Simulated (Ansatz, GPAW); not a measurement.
# A Pt chain with two P atoms in line: relaxation, then transmission at several levels, part 3 of 4

Wanted: T(E) of a Pt chain with two P atoms in line at a relaxed geometry in two programs, beside the unrelaxed structure.

GPAW 26.7.0 and Ansatz 0.2.0; Ansatz plane waves; relaxation of the junction with the lead ends held (the session's first sound run).

So far, transmission at the Fermi level (one spin): step 3 (plane-wave reference (PBE)) 1.32.

## (4) Double-zeta polarised basis

The script solves lead and junction separately, takes H and S in the orbital basis, and joins semi-infinite leads through their self-energies; the dzp basis is the working standard.

This step: GPAW LCAO, PAW setups; Landauer transmission from Green's functions with principal layers (ASE), zero bias (GPAW 26.7.0).

The input, run.py:

```python
import json
import numpy as np
from ase import Atoms
from ase.transport.calculators import TransportCalculator
from gpaw import GPAW, FermiDirac
from gpaw.lcao.tools import get_lcao_hamiltonian
from scipy.linalg import eigh

# The junction with lead layers at both ends, along the third cell vector
device = Atoms(
    ['Pt', 'Pt', 'Pt', 'Pt', 'Pt', 'Pt', 'Pt', 'Pt', 'P', 'P', 'Pt', 'Pt', 'Pt', 'Pt', 'Pt', 'Pt', 'Pt', 'Pt'],
    positions=[
        [4.50000, 4.50000, 1.20000],
        [4.50000, 4.50000, 3.60000],
        [4.50000, 4.50000, 6.00000],
        [4.50000, 4.50000, 8.40000],
        [4.50000, 4.50000, 10.80000],
        [4.50000, 4.50000, 13.20000],
        [4.78315, 4.02418, 15.60536],
        [4.39722, 4.68462, 18.03764],
        [4.48483, 4.42511, 20.23189],
        [4.52441, 4.56819, 22.23023],
        [4.31571, 4.38339, 24.42431],
        [4.97154, 4.77381, 26.85662],
        [4.50000, 4.50000, 29.26380],
        [4.50000, 4.50000, 31.66380],
        [4.50000, 4.50000, 34.06380],
        [4.50000, 4.50000, 36.46380],
        [4.50000, 4.50000, 38.86380],
        [4.50000, 4.50000, 41.26380]],
    cell=[[9.0, 0.0, 0.0], [0.0, 9.0, 0.0], [0.0, 0.0, 42.4638]],
    pbc=True)

# One principal layer of the lead: the first 5 atoms of the device
lead = Atoms(
    ['Pt', 'Pt', 'Pt', 'Pt', 'Pt'],
    positions=[
        [4.50000, 4.50000, 1.20000],
        [4.50000, 4.50000, 3.60000],
        [4.50000, 4.50000, 6.00000],
        [4.50000, 4.50000, 8.40000],
        [4.50000, 4.50000, 10.80000]],
    cell=[[9.0, 0.0, 0.0], [0.0, 9.0, 0.0], [0.0, 0.0, 12.0]],
    pbc=True)

settings = dict(mode='lcao', basis='dzp', xc='PBE', h=0.2,
                occupations=FermiDirac(0.1), maxiter=250,
                mixer=dict(beta=0.1, nmaxold=8, weight=100.0),
                convergence=dict(density=0.0001))
energies = np.arange(-2, 2 + 1e-9, 0.025)
eta = 0.0001
n1, n2 = 1, 1
# k and -k transmit alike, so half of the mesh across the current serves
mesh = [(i, j) for i in range(n1) for j in range(n2) if (i, j) <= (-i % n1, -j % n2)]
weights = np.array([1 if (i, j) == (-i % n1, -j % n2) else 2 for i, j in mesh]) / (n1 * n2)

# [... helper functions left out ...]
fermi_lead = ground_state(lead, (1, 1, 10), 'lead.txt')
fermi_device = ground_state(device, (1, 1, 2), 'device.txt')
# [... loop over the mesh left out, but for ...]
        # Shift the lead onto the potential of the device's first layer
        shift = ((H[:, 0, 0] - H0[:, 0, 0]) / S0[0, 0]).real.mean()
# [...]
kT = 8.617333e-5 * 300
bias = [0.1, 0.2, 0.5, 1.0, 1.5, 2.0]
# [... integrals and printing left out ...]
```

Launch:

```
$ OMP_NUM_THREADS=1 OPENBLAS_NUM_THREADS=1 python run.py
```

Numbers of over 12 decimals in the logs are rounded to 6 here.

Log:

```text
basis functions: device 458, principal layer 135
Fermi level: lead -4.5367 eV, device -4.5252 eV; lead shifted by -0.0020 eV
largest coupling past the next layer 8.09e-06 eV, largest misfit of the first layer 0.203 eV
  E-E_F (eV)   T (one spin)  [channel counts left out]
    -2.000    2.1620e+00
    -1.975    2.1391e+00
    -1.950    2.1173e+00
    -1.925    2.0967e+00
    -1.900    2.0773e+00
    -1.875    2.0591e+00
    -1.850    2.0420e+00
    -1.825    2.0260e+00
    -1.800    2.0111e+00
    -1.775    1.9973e+00
    -1.750    1.9845e+00
    -1.725    1.9726e+00
    -1.700    1.9616e+00
    -1.675    1.9513e+00
    -1.650    1.9410e+00
    -1.625    1.9298e+00
[...]
1.825    9.8263e-01
     1.850    8.4834e-01
     1.875    4.8766e-01
     1.900    5.2048e-02
     1.925    9.8603e-03
     1.950    1.1255e-01
     1.975    2.3038e-01
     2.000    3.2727e-01
conductance at 300 K: 1.2025 G0 a cell; thermopower 21.39 uV/K
current from the zero-bias T(E) at 0.1 V: 9.3676 uA
current from the zero-bias T(E) at 0.2 V: 19.051 uA
current from the zero-bias T(E) at 0.5 V: 52.392 uA
current from the zero-bias T(E) at 1.0 V: 99.225 uA
current from the zero-bias T(E) at 1.5 V: 149.1 uA
current from the zero-bias T(E) at 2.0 V: 205.68 uA
```

Wall time 5.1 min (1 thread of Arm Neoverse V1, shared host); peak memory 1.6 GiB.

Numbers from this step:

```yaml
conductance: 1.203 G₀
thermopower: 21.39 μV/K
largest_coupling_past_the_next_principal_layer: 8.09e-6 eV
largest_misfit_of_the_first_principal_layer: 0.2025 eV
shift_that_aligns_the_lead: -0.001967 eV
basis_functions_of_the_junction: 458
basis_functions_of_a_principal_layer: 135
transmission_at_the_fermi_level_one_spin: 1.186
```

One spin. Table of transmission, zone mean by energy, zero at the Fermi level:

energy (eV), transmission, zone mean and a bar:
```
   -2.000       2.16 #######################
   -1.900       2.08 ######################
   -1.800       2.01 ######################
   -1.700       1.96 #####################
   -1.600       1.91 #####################
   -1.500       1.97 #####################
   -1.400       2.09 ######################
   -1.300       2.18 #######################
   -1.200       2.31 #########################
   -1.100       2.48 ###########################
   -1.000       2.58 ############################
   -0.925       2.62 ############################
   -0.900       2.62 ############################
   -0.800       2.49 ###########################
   -0.700       2.31 #########################
   -0.600       2.13 #######################
   -0.500       2.12 #######################
   -0.400       1.65 ##################
   -0.300       1.82 ###################
   -0.250       2.78 ##############################
   -0.200       2.43 ##########################
   -0.100       1.62 #################
    0.000       1.19 ############
    0.100       0.91 #########
    0.200       0.70 #######
    0.300       0.57 ######
    0.400       0.49 #####
    0.500       0.43 ####
    0.600       0.38 ####
    0.700       0.33 ###
    0.800       0.35 ###
    0.900       0.38 ####
    1.000       0.42 ####
    1.100       0.46 ####
    1.200       0.50 #####
    1.300       0.55 #####
    1.400       0.61 ######
    1.500       0.67 #######
    1.600       0.75 ########
    1.700       0.86 #########
    1.800       0.99 ##########
    1.900       0.05 
    2.000       0.33 ###
```

Not self-consistent under bias; the bias window is split evenly. Table of current through one cell, from the zero-bias transmission by bias:

```tsv
bias (V)	current through one cell, from the zero-bias transmission (μA)
0.100	9.37
0.200	19.1
0.500	52.4
1.000	99.2
1.500	149
2.000	206
```

The transmission of the three most open eigenchannels by energy, zero at the Fermi level:

```tsv
energy (eV)	channel 1	channel 2	channel 3
-2.000	0.997	0.678	0.486
-1.900	0.980	0.596	0.501
-1.800	0.931	0.554	0.527
-1.700	0.857	0.564	0.541
-1.600	0.757	0.612	0.545
-1.500	0.712	0.667	0.594
-1.400	0.735	0.708	0.642
-1.300	0.793	0.696	0.691
-1.200	0.852	0.733	0.726
-1.100	0.900	0.841	0.735
-1.000	0.939	0.923	0.720
-0.900	0.978	0.977	0.664
-0.800	0.996	0.996	0.494
-0.700	0.990	0.984	0.334
-0.600	0.944	0.888	0.302
-0.500	0.966	0.892	0.265
-0.400	0.835	0.690	0.121
-0.300	0.869	0.720	0.227
-0.200	0.938	0.824	0.667
-0.100	0.742	0.523	0.350
0.000	0.646	0.336	0.204
0.100	0.590	0.200	0.118
0.200	0.543	0.0999	0.0604
0.300	0.543	0.0181	0.00690
0.400	0.486	0.00369	0.00318
0.500	0.432	0.00130	9.7e-4
0.600	0.383	4.0e-4	1.8e-4
0.700	0.327	4.6e-5	7.3e-6
0.800	0.347	5.0e-10	0
0.900	0.384	5.0e-10	0
1.000	0.419	5.0e-10	0
1.100	0.458	5.0e-10	0
1.200	0.501	5.1e-10	0
1.300	0.550	5.1e-10	0
1.400	0.606	5.1e-10	0
1.500	0.672	5.1e-10	0
1.600	0.753	5.1e-10	0
1.700	0.861	5.0e-10	0
1.800	0.995	4.9e-10	0
1.900	0.0520	9.7e-10	0
2.000	0.327	5.2e-10	0
```

At the Fermi level T is 1.19 against 1.32 in plane waves. Couplings past the next layer reach 8.1e-6 eV, small enough to drop; the matrix elements of the cell's first layer differ from the bulk lead's by up to 0.20 eV. That layer keeps its own values in the calculation, and only beyond it is the lead taken as perfect. The Fermi levels of lead and junction count from different zeros of potential, one for each periodic cell; with both set to zero, the small remaining shift is what aligns them. Without spin-orbit coupling, which is large for these atoms, channel counts and T are those of the scalar-relativistic bands. By hand: G = 1.203 × 77.48 μS = 93.2 μS, a resistance of 10.7 kΩ; at 0.1 V a linear junction would pass 9.32 μA, and the integral over the bias window gives 9.37 μA. Mott's formula, S = -(π²/3)(k_B²T/e) d ln T/dE, has the prefactor 7.33 μV/K·eV at 300 K; T = 1.273 at -0.025 eV and 1.108 at 0.025 eV give a slope of -2.78 per eV and S = 20.3 μV/K, beside 21.4 μV/K from the thermal integral, which interpolates the same grid.

## (5) Single-zeta polarised basis

The second zeta is dropped, the polarisation orbitals stay.

Changes to run.py since step 4:

```diff
@@ -45,3 +45,3 @@
 
-settings = dict(mode='lcao', basis='dzp', xc='PBE', h=0.2,
+settings = dict(mode='lcao', basis='szp(dzp)', xc='PBE', h=0.2,
                 occupations=FermiDirac(0.1), maxiter=250,
```

Log:

```text
basis functions: device 258, principal layer 75
Fermi level: lead -4.6629 eV, device -4.6669 eV; lead shifted by -0.0013 eV
largest coupling past the next layer 8.13e-06 eV, largest misfit of the first layer 0.217 eV
  E-E_F (eV)   T (one spin)  [channel counts left out]
    -2.000    2.1041e+00
    -1.975    2.0838e+00
    -1.950    2.0652e+00
[...]
1.975    3.2009e-01
     2.000    3.9827e-01
conductance at 300 K: 1.1499 G0 a cell; thermopower 21.58 uV/K
current from the zero-bias T(E) at 0.1 V: 8.9566 uA
current from the zero-bias T(E) at 0.2 V: 18.21 uA
current from the zero-bias T(E) at 0.5 V: 50.562 uA
current from the zero-bias T(E) at 1.0 V: 96.352 uA
current from the zero-bias T(E) at 1.5 V: 146.9 uA
current from the zero-bias T(E) at 2.0 V: 204.3 uA
```

Wall time 3.3 min (1 thread); peak memory 1.5 GiB.

This step gave:

| Property | Result |
| --- | --- |
| conductance | 1.150 G₀ |
| thermopower | 21.58 μV/K |
| largest coupling past the next principal layer | 8.13e-6 eV |
| largest misfit of the first principal layer | 0.2172 eV |
| shift that aligns the lead | -0.001349 eV |
| basis functions of the junction | 258 |
| basis functions of a principal layer | 75 |
| transmission at the Fermi level (one spin) | 1.134 |

One spin. Transmission, zone mean against energy, zero at the Fermi level:

```tsv
energy (eV)	transmission, zone mean
-2.000	2.10
-1.900	2.03
-1.800	1.98
-1.700	1.95
-1.600	1.94
-1.500	1.94
-1.400	2.03
-1.300	2.17
-1.200	2.33
-1.100	2.48
-1.000	2.60
-0.900	2.67
-0.800	2.54
-0.700	2.32
-0.600	2.24
-0.500	2.19
-0.400	1.51
-0.300	1.82
-0.250	2.76
-0.200	2.33
-0.100	1.55
0.000	1.13
0.100	0.864
0.200	0.661
0.300	0.533
0.400	0.453
0.500	0.397
0.600	0.349
0.700	0.309
0.800	0.349
0.900	0.380
1.000	0.413
1.100	0.450
1.200	0.493
1.300	0.541
1.400	0.597
1.500	0.663
1.600	0.746
1.700	0.862
1.800	0.997
1.900	0.00139
2.000	0.398
```

The conductance, 1.15 G₀, lies 4.4 % below that of the dzp run.

## (6) GPAW, sz: basis = "sz(dzp)"

The minimal basis is the cheapest rung: no second zeta and no polarisation.

Changes to run.py since step 5:

```diff
@@ -45,3 +45,3 @@
 
-settings = dict(mode='lcao', basis='szp(dzp)', xc='PBE', h=0.2,
+settings = dict(mode='lcao', basis='sz(dzp)', xc='PBE', h=0.2,
                 occupations=FermiDirac(0.1), maxiter=250,
```

Log:

```text
basis functions: device 200, principal layer 60
Fermi level: lead -4.6766 eV, device -4.6508 eV; lead shifted by -0.0018 eV
largest coupling past the next layer 8.11e-06 eV, largest misfit of the first layer 0.084 eV
  E-E_F (eV)   T (one spin)  [channel counts left out]
    -2.000    2.3067e+00
    -1.975    2.2919e+00
    -1.950    2.2778e+00
[...]
1.975    7.0521e-01
     2.000    7.1837e-01
conductance at 300 K: 1.3007 G0 a cell; thermopower 19.59 uV/K
current from the zero-bias T(E) at 0.1 V: 10.118 uA
current from the zero-bias T(E) at 0.2 V: 20.492 uA
current from the zero-bias T(E) at 0.5 V: 55.006 uA
current from the zero-bias T(E) at 1.0 V: 102.75 uA
current from the zero-bias T(E) at 1.5 V: 152.47 uA
current from the zero-bias T(E) at 2.0 V: 209.32 uA
```

Run time: 2.1 min. Hardware: 1 thread; peak memory 1.4 GiB.

This step gave:

| Item | Value |
| --- | --- |
| conductance | 1.301 G₀ |
| thermopower | 19.59 μV/K |
| largest coupling past the next principal layer | 8.11e-6 eV |
| largest misfit of the first principal layer | 0.08407 eV |
| shift that aligns the lead | -0.001831 eV |
| basis functions of the junction | 200 |
| basis functions of a principal layer | 60 |
| transmission at the Fermi level (one spin) | 1.288 |

The conductance, 1.30 G₀, lies 8.2 % above that of the dzp run.

## (7) LDA in the dzp basis: xc = "LDA"

Back in the dzp basis, the functional changes from PBE to LDA, to set the spread between functionals beside that between bases.

Changes to run.py since step 6:

```diff
@@ -45,3 +45,3 @@
 
-settings = dict(mode='lcao', basis='sz(dzp)', xc='PBE', h=0.2,
+settings = dict(mode='lcao', basis='dzp', xc='LDA', h=0.2,
                 occupations=FermiDirac(0.1), maxiter=250,
```

Log:

```text
basis functions: device 458, principal layer 135
Fermi level: lead -4.8574 eV, device -4.8308 eV; lead shifted by -0.0034 eV
largest coupling past the next layer 8.32e-06 eV, largest misfit of the first layer 0.196 eV
  E-E_F (eV)   T (one spin)  [channel counts left out]
    -2.000    2.1082e+00
    -1.975    2.0838e+00
    -1.950    2.0605e+00
[...]
1.975    1.6465e-01
     2.000    2.7250e-01
conductance at 300 K: 1.2215 G0 a cell; thermopower 21.99 uV/K
current from the zero-bias T(E) at 0.1 V: 9.523 uA
current from the zero-bias T(E) at 0.2 V: 19.413 uA
current from the zero-bias T(E) at 0.5 V: 52.988 uA
current from the zero-bias T(E) at 1.0 V: 100.33 uA
current from the zero-bias T(E) at 1.5 V: 150.62 uA
current from the zero-bias T(E) at 2.0 V: 207.35 uA
```

It took 4.6 min on 1 thread; peak memory 1.6 GiB.

This step gave:

- conductance: 1.221 G₀
- thermopower: 21.99 μV/K
- largest coupling past the next principal layer: 8.32e-6 eV
- largest misfit of the first principal layer: 0.1961 eV
- shift that aligns the lead: -0.003424 eV
- basis functions of the junction: 458
- basis functions of a principal layer: 135
- transmission at the Fermi level (one spin): 1.202

The conductance, 1.22 G₀, lies 1.6 % above that of the dzp run.

## (8) Without the relaxation: geometry = "as built"

The dzp basis with PBE on the structure as first built shows what the relaxation was worth.

Changes to run.py since step 7:

```diff
@@ -18,8 +18,8 @@
         [4.50000, 4.50000, 13.20000],
-        [4.78315, 4.02418, 15.60536],
-        [4.39722, 4.68462, 18.03764],
-        [4.48483, 4.42511, 20.23189],
-        [4.52441, 4.56819, 22.23023],
-        [4.31571, 4.38339, 24.42431],
-        [4.97154, 4.77381, 26.85662],
+        [4.50000, 4.50000, 15.60000],
+        [4.50000, 4.50000, 18.00000],
+        [4.50000, 4.50000, 20.21190],
+        [4.50000, 4.50000, 22.25190],
+        [4.50000, 4.50000, 24.46380],
+        [4.50000, 4.50000, 26.86380],
         [4.50000, 4.50000, 29.26380],
@@ -45,3 +45,3 @@
 
-settings = dict(mode='lcao', basis='dzp', xc='LDA', h=0.2,
+settings = dict(mode='lcao', basis='dzp', xc='PBE', h=0.2,
                 occupations=FermiDirac(0.1), maxiter=250,
```

Log:

```text
basis functions: device 458, principal layer 135
Fermi level: lead -4.5367 eV, device -4.5102 eV; lead shifted by -0.0078 eV
largest coupling past the next layer 8.09e-06 eV, largest misfit of the first layer 0.085 eV
  E-E_F (eV)   T (one spin)  [channel counts left out]
    -2.000    1.9810e+00
    -1.975    2.0022e+00
    -1.950    2.0234e+00
[...]
1.975    5.0425e-01
     2.000    5.0686e-01
conductance at 300 K: 2.335 G0 a cell; thermopower 1.545 uV/K
current from the zero-bias T(E) at 0.1 V: 18.073 uA
current from the zero-bias T(E) at 0.2 V: 36.031 uA
current from the zero-bias T(E) at 0.5 V: 88.075 uA
current from the zero-bias T(E) at 1.0 V: 163.63 uA
current from the zero-bias T(E) at 1.5 V: 225.08 uA
current from the zero-bias T(E) at 2.0 V: 280.16 uA
```

Elapsed: 3.9 min, on 1 thread; peak memory 1.6 GiB.

Numbers from this step:

| Property | Result |
| --- | --- |
| conductance | 2.335 G₀ |
| thermopower | 1.545 μV/K |
| largest coupling past the next principal layer | 8.09e-6 eV |
| largest misfit of the first principal layer | 0.08488 eV |
| shift that aligns the lead | -0.007807 eV |
| transmission at the Fermi level (one spin) | 2.342 |

The conductance, 2.33 G₀, lies 94 % above that of the dzp run.

## (9) Cost and result by level

Times are wall times on the hardware named with each run. Results by setting:

```tsv
no.	run	conductance (G₀)	time	memory (GiB)
1	pw PBE	1.331	3 min	5.3
2	dzp	1.203	5.1 min	1.6
3	szp	1.150	3.3 min	1.5
4	sz	1.301	2.1 min	1.4
5	dzp LDA	1.221	4.6 min	1.6
6	asbuilt	2.335	3.9 min	1.6
```

## (10) Comparison

The curves are compared point by point over the common energies.

This step: comparison of transmission and cost over codes, levels and geometry (GPAW 26.7.0).

Ladder, by row:

```tsv
step	code	T at the Fermi level (sum over the listed spins)	conductance (G0)	r.m.s. T(E) from the first	wall time (s)	peak memory (GiB)	threads
pw-pbe	Ansatz	1.322	1.331	0	178.1	5.334	4
dzp	GPAW	1.186	1.203	0.2371	303.6	1.56	1
szp	GPAW	1.134	1.15	0.2433	197.4	1.49	1
sz	GPAW	1.288	1.301	0.2655	127.9	1.44	1
dzp-LDA	GPAW	1.202	1.221	0.2515	274	1.57	1
asbuilt	GPAW	2.342	2.335	0.5361	233.6	1.57	1
```

Table of transmission, zone mean, sum over the listed spins by energy, zero at the Fermi level:

```tsv
energy (eV)	pw-pbe	dzp	szp	sz	dzp-LDA	asbuilt
-2.000	2.22	2.16	2.10	2.31	2.11	1.98
-1.900	2.13	2.08	2.03	2.25	2.02	2.07
-1.800	2.07	2.01	1.98	2.21	1.94	2.16
-1.700	2.01	1.96	1.95	2.19	1.89	2.26
-1.600	1.90	1.91	1.94	2.19	1.82	2.38
-1.500	2.00	1.97	1.94	2.13	1.92	2.47
-1.400	2.06	2.09	2.03	2.32	2.03	2.54
-1.300	2.18	2.18	2.17	2.41	2.14	2.56
-1.200	2.29	2.31	2.33	2.53	2.24	2.56
-1.100	2.42	2.48	2.48	2.60	2.45	2.55
-1.000	2.55	2.58	2.60	2.62	2.56	2.52
-0.975	2.55	2.60	2.62	2.62	2.58	2.50
-0.925	2.52	2.62	2.66	2.61	2.61	2.48
-0.900	2.49	2.62	2.67	2.60	2.60	2.47
-0.800	2.36	2.49	2.54	2.45	2.49	2.44
-0.700	2.23	2.31	2.32	2.26	2.34	2.41
-0.600	2.18	2.13	2.24	2.18	2.16	2.39
-0.500	1.43	2.12	2.19	2.08	2.05	2.37
-0.400	1.18	1.65	1.51	1.76	1.88	2.36
-0.300	2.79	1.82	1.82	1.77	1.72	2.36
-0.250	2.58	2.78	2.76	2.70	2.03	2.36
-0.200	2.27	2.43	2.33	2.44	2.58	2.37
-0.100	1.72	1.62	1.55	1.70	1.66	2.36
0.000	1.32	1.19	1.13	1.29	1.20	2.34
0.100	1.01	0.908	0.864	0.998	0.921	2.26
0.200	0.762	0.703	0.661	0.763	0.716	2.08
0.300	0.596	0.568	0.533	0.592	0.575	1.76
0.400	0.525	0.493	0.453	0.495	0.504	1.45
0.500	0.469	0.434	0.397	0.428	0.443	1.17
0.600	0.423	0.384	0.349	0.368	0.391	0.880
0.700	0.378	0.327	0.309	0.341	0.331	0.492
0.800	0.323	0.347	0.349	0.378	0.361	0.363
0.900	0.379	0.384	0.380	0.411	0.401	0.373
1.000	0.417	0.419	0.413	0.446	0.441	0.384
1.100	0.456	0.458	0.450	0.485	0.483	0.396
1.200	0.497	0.501	0.493	0.529	0.530	0.409
1.300	0.544	0.550	0.541	0.581	0.583	0.422
1.400	0.596	0.606	0.597	0.647	0.644	0.435
1.500	0.656	0.672	0.663	0.747	0.713	0.448
1.600	0.727	0.753	0.746	0.975	0.796	0.461
1.700	0.814	0.861	0.862	0.310	0.899	0.473
1.800	0.931	0.995	0.997	0.562	0.998	0.485
1.875	0.998	0.488	0.101	0.639	0.564	0.493
1.900	0.939	0.0520	0.00139	0.658	0.210	0.496
2.000	0.0167	0.327	0.398	0.718	0.272	0.507
```

(Part 3 of 4 ends here.)

[Logs are printed without paths, hosts, clocks, repeated set-up lines and the standing remarks that a program may print on its own settings, such as how far it seeks lower states.]

[Hosts, paths, dates, database ids (printed as entryN), source tags and the programs' standing remarks are cut or masked in the printed files.]
